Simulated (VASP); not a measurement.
**VASP 6.6.1, PBE single-point calculation, MgF2 (strained rutile)**

INCAR

```
EDIFF = 1E-7
NSW = 0
LWAVE = .FALSE.
ISIF = 2
SIGMA = 0.02
IBRION = -1
LASPH = .TRUE.
NELM = 120
ENCUT = 520
LCHARG = .FALSE.
ISMEAR = -1
LREAL = .FALSE.
PREC = Accurate
GGA = PE
NBANDS = 25
```

KPOINTS

```
KPOINTS created by Atomic Simulation Environment
0
Gamma
6 6 8
0 0 0
```

KPOINTS_OPT

```
special points
6
Reciprocal
0.0000000000 0.0000000000 0.0000000000 1
0.0000000000 0.5000000000 0.0000000000 1
0.5000000000 0.5000000000 0.0000000000 1
0.0000000000 0.0000000000 0.5000000000 1
0.0000000000 0.5000000000 0.5000000000 1
0.5000000000 0.5000000000 0.5000000000 1
```

POSCAR

```
Mg F
 1.0000000000000000
     4.6682361544999997    0.0000000000000000    0.0000000000000000
     0.0000000000000000    4.6682361544999997    0.0000000000000000
     0.0000000000000000    0.0000000000000000    3.0276291993000002
 Mg  F
   2   4
Cartesian
  0.0000000000000000  0.0000000000000000  0.0000000000000000
  2.3341180772499994  2.3341180772499994  1.5138145996499999
  1.4142448277083872  1.4142448277083872  0.0000000000000000
  0.9198732495416123  3.7483629049583866  1.5138145996499999
  3.7483629049583866  0.9198732495416123  1.5138145996499999
  3.2539913267916125  3.2539913267916125  0.0000000000000000
```

VASP ran with the recommended PBE PAW datasets (32 valence electrons in the cell).

Command

```
mpirun -np 1 vasp_std
```

From OUTCAR

```
k-points           NKPTS =     50   k-points in BZ     NKDIM =     50   number of bands    NBANDS=     25

   NELECT =      32.0000    total number of electrons

   dimension x,y,z NGX =    36 NGY =   36 NGZ =   24
   dimension x,y,z NGXF=    72 NGYF=   72 NGZF=   48

  energy-cutoff  :      520.00
  volume of cell :       65.98
      direct lattice vectors                 reciprocal lattice vectors
     4.668236154  0.000000000  0.000000000     0.214213670  0.000000000  0.000000000
     0.000000000  4.668236154  0.000000000     0.000000000  0.214213670  0.000000000
     0.000000000  0.000000000  3.027629199     0.000000000  0.000000000  0.330291437

 k-points in reciprocal lattice and weights: KPOINTS created by Atomic Simulation Env
   0.00000000  0.00000000  0.00000000       0.003
   0.16666667  0.00000000  0.00000000       0.014
   0.33333333  0.00000000  0.00000000       0.014
   0.50000000  0.00000000  0.00000000       0.007
   0.16666667  0.16666667  0.00000000       0.014
   0.33333333  0.16666667  0.00000000       0.028
   0.50000000  0.16666667  0.00000000       0.014
   0.33333333  0.33333333  0.00000000       0.014
   ...

 E-fermi :  -0.8636

 k-point     1 :       0.0000    0.0000    0.0000
  band No.  band energies     occupation
      1     -21.9967      2.00000
      2     -21.2268      2.00000
      3     -21.2268      2.00000
      4     -21.1299      2.00000
      5      -5.3402      2.00000
      6      -3.7458      2.00000
      7      -3.3942      2.00000
      8      -3.3942      2.00000
      9      -3.1365      2.00000
     10      -3.0985      2.00000
     11      -2.4674      2.00000
     12      -2.4674      2.00000
     13      -1.9928      2.00000
     14      -1.6168      2.00000
     15      -1.6168      2.00000
     16      -1.2826      2.00000
     17       5.7614      0.00000
     18      10.9354      0.00000
     19      10.9354      0.00000
     20      12.5322      0.00000
     21      13.0665      0.00000
     22      14.2744      0.00000
     23      14.5037      0.00000
     24      16.9990      0.00000
     25      16.9990      0.00000

 k-point     2 :       0.1667    0.0000    0.0000
  band No.  band energies     occupation
      1     -21.9534      2.00000
      2     -21.3092      2.00000
      3     -21.2142      2.00000
      4     -21.1089      2.00000
      5      -5.2389      2.00000
      6      -3.7241      2.00000
      7      -3.7146      2.00000
      8      -3.2387      2.00000
      9      -3.0592      2.00000
     10      -2.8834      2.00000
     11      -2.5132      2.00000
     12      -2.4363      2.00000
     13      -2.0251      2.00000
     14      -1.8547      2.00000
     15      -1.6358      2.00000
     16      -1.3504      2.00000
     17       6.1044      0.00000
     18      10.4145      0.00000
     19      11.1128      0.00000
     20      12.6254      0.00000
     21      13.3772      0.00000
     22      14.4037      0.00000
     23      14.4748      0.00000
     24      16.7421      0.00000
     25      17.1063      0.00000

 k-point     3 :       0.3333    0.0000    0.0000
  band No.  band energies     occupation
      1     -21.8334      2.00000
      2     -21.4724      2.00000
      3     -21.1811      2.00000
      4     -21.1100      2.00000
      5      -4.9694      2.00000
      6      -4.1725      2.00000
      7      -3.5022      2.00000
      8      -2.9500      2.00000
      9      -2.9250      2.00000
     10      -2.6756      2.00000
     11      -2.6353      2.00000
     12      -2.4110      2.00000
     13      -2.3506      2.00000
     14      -2.1130      2.00000
     15      -1.6745      2.00000
     16      -1.5206      2.00000
     17       6.9875      0.00000
     18       9.3548      0.00000
     19      11.5982      0.00000
     20      12.5936      0.00000
     21      13.8573      0.00000
     22      14.2238      0.00000
     23      15.1632      0.00000
     24      16.4480      0.00000
     25      16.9238      0.00000

 k-point     4 :       0.5000    0.0000    0.0000
  band No.  band energies     occupation
      1     -21.6608      2.00000
      2     -21.6608      2.00000
      3     -21.1404      2.00000
      4     -21.1404      2.00000
      5      -4.5993      2.00000
      6      -4.5993      2.00000
      7      -3.0448      2.00000
      8      -3.0448      2.00000
      9      -2.7958      2.00000
     10      -2.7958      2.00000
     11      -2.6683      2.00000
     12      -2.6683      2.00000
     13      -2.2324      2.00000
     14      -2.2324      2.00000
     15      -1.6623      2.00000
     16      -1.6623      2.00000
     17       8.1454      0.00000
     18       8.1454      0.00000
     19      12.2049      0.00000
     20      12.2049      0.00000
     21      14.0818      0.00000
     22      14.0818      0.00000
     23      16.1350      0.00000
     24      16.1350      0.00000
     25      17.0274      0.00000

 k-point     5 :       0.1667    0.1667    0.0000
  band No.  band energies     occupation
      1     -21.9127      2.00000
      2     -21.3347      2.00000
      3     -21.2390      2.00000
      4     -21.1044      2.00000
      5      -5.1438      2.00000
      6      -3.8403      2.00000
      7      -3.7060      2.00000
      8      -3.1633      2.00000
      9      -3.0204      2.00000
     10      -2.7504      2.00000
     11      -2.4836      2.00000
     12      -2.4790      2.00000
     13      -2.0584      2.00000
     14      -2.0253      2.00000
     15      -1.6927      2.00000
     16      -1.4130      2.00000
     17       6.4227      0.00000
     18      10.5605      0.00000
     19      10.6263      0.00000
     20      12.6882      0.00000
     21      13.7057      0.00000
     22      14.2927      0.00000
     23      14.6259      0.00000
     24      16.9248      0.00000
     25      16.9336      0.00000

 k-point     6 :       0.3333    0.1667    0.0000
  band No.  band energies     occupation
      1     -21.7987      2.00000
      2     -21.4635      2.00000
      3     -21.2167      2.00000
      4     -21.1232      2.00000
      5      -4.8919      2.00000
      6      -4.1744      2.00000
      7      -3.5324      2.00000
      8      -2.9123      2.00000
      9      -2.8840      2.00000
     10      -2.6755      2.00000
     11      -2.6017      2.00000
     12      -2.4250      2.00000
     13      -2.3935      2.00000
     14      -2.1493      2.00000
     15      -1.7536      2.00000
     16      -1.5756      2.00000
     17       7.2569      0.00000
     18       9.5487      0.00000
     19      11.0908      0.00000
     20      12.4092      0.00000
     21      14.2487      0.00000
     22      14.3492      0.00000
     23      15.2169      0.00000
     24      16.6687      0.00000
     25      16.8980      0.00000

 k-point     7 :       0.5000    0.1667    0.0000
  band No.  band energies     occupation
      1     -21.6363      2.00000
      2     -21.6363      2.00000
      3     -21.1675      2.00000
      4     -21.1675      2.00000
      5      -4.5512      2.00000
      6      -4.5512      2.00000
      7      -3.1293      2.00000
      8      -3.1293      2.00000
      9      -2.7600      2.00000
     10      -2.7600      2.00000
     11      -2.5900      2.00000
     12      -2.5900      2.00000
     13      -2.2722      2.00000
     14      -2.2722      2.00000
     15      -1.7278      2.00000
     16      -1.7278      2.00000
     17       8.3705      0.00000
     18       8.3705      0.00000
     19      11.7725      0.00000
     20      11.7725      0.00000
     21      14.4581      0.00000
     22      14.4581      0.00000
     23      16.2147      0.00000
     24      16.2147      0.00000
     25      17.0830      0.00000

 k-point     8 :       0.3333    0.3333    0.0000
  band No.  band energies     occupation
      1     -21.7035      2.00000
      2     -21.4757      2.00000
      3     -21.2638      2.00000
      4     -21.1692      2.00000
      5      -4.6903      2.00000
      6      -4.2362      2.00000
      7      -3.5294      2.00000
      8      -2.9377      2.00000
      9      -2.8078      2.00000
     10      -2.6741      2.00000
     11      -2.5152      2.00000
     12      -2.5021      2.00000
     13      -2.3293      2.00000
     14      -2.2474      2.00000
     15      -1.9069      2.00000
     16      -1.7276      2.00000
     17       7.9841      0.00000
     18      10.0288      0.00000
     19      10.1582      0.00000
     20      11.7293      0.00000
     21      14.8107      0.00000
     22      15.1983      0.00000
     23      15.3867      0.00000
     24      16.7582      0.00000
     25      16.8550      0.00000

 ...

  Total        0.7984081      0.7984081      1.7583109      0.0000000      0.0000000      0.0000000
  in kB       19.3877396     19.3877396     42.6970567      0.0000000      0.0000000      0.0000000
  external PRESSURE =      27.1575120 kB  Pullay stress =       0.0000000 kB

 POSITION                                       TOTAL-FORCE (eV/Angst)
 -----------------------------------------------------------------------------------
      0.00000      0.00000      0.00000         0.000000     -0.000000     -0.000000
      2.33412      2.33412      1.51381         0.000000     -0.000000     -0.000000
      1.41424      1.41424      0.00000        -0.023488     -0.023488      0.000000
      0.91987      3.74836      1.51381         0.023488     -0.023488     -0.000000
      3.74836      0.91987      1.51381        -0.023488      0.023488     -0.000000
      3.25399      3.25399      0.00000         0.023488      0.023488     -0.000000
 -----------------------------------------------------------------------------------
    total drift:                                0.000000     -0.000000     -0.000000

  FREE ENERGIE OF THE ION-ELECTRON SYSTEM (eV)
  ---------------------------------------------------
  free  energy   TOTEN  =       -31.5204141546 eV

  energy  without entropy=      -31.5204141546  energy(sigma->0) =      -31.52041415
```

```
gap between bands v and c : 7.04 eV
least direct gap          : 7.04 eV
pressure                  : 2.7 GPa
largest force             : 0.03 eV/Å
```

Band v is the last that the valence electrons fill when counted band by band, and c is the next.

The run took about 52 s on one core of a shared host (Intel Xeon Platinum 8488C) and held 0.25 GiB at most.
